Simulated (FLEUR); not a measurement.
The system is ZrS2.

```
CELL_PARAMETERS angstrom
3.69138 0.00000 0.00000
-1.84569 3.19683 0.00000
0.00000 0.00000 6.04108
ATOMIC_POSITIONS crystal
Zr 0.00000 0.00000 0.00000
S 0.33333 0.66667 0.23791
S 0.66667 0.33333 0.76209
```

The cell is a database's computed one.

Base run:

| Property | Result |
| --- | --- |
| Program | FLEUR MaX-R8.1 (later development tree) |
| Functional | PBEsol |
| Potentials or basis | all-electron |
| Basis | FLAPW |
| Kmax | 5.08 1/bohr |
| k mesh | 8 × 8 × 5 |
| Occupations | fermi-dirac, width 0.05 eV |
| Spin | no spin polarisation |

Its results: band gap on the k mesh 0.98 eV, indirect (least direct gap 1.58 eV).

The run is repeated on the same cell with these changes: functional from PBEsol to PBE. What comes out?

Band gap on the k mesh 1.05 eV, indirect (least direct gap 1.64 eV).

Not every run made on this cell is shown here.
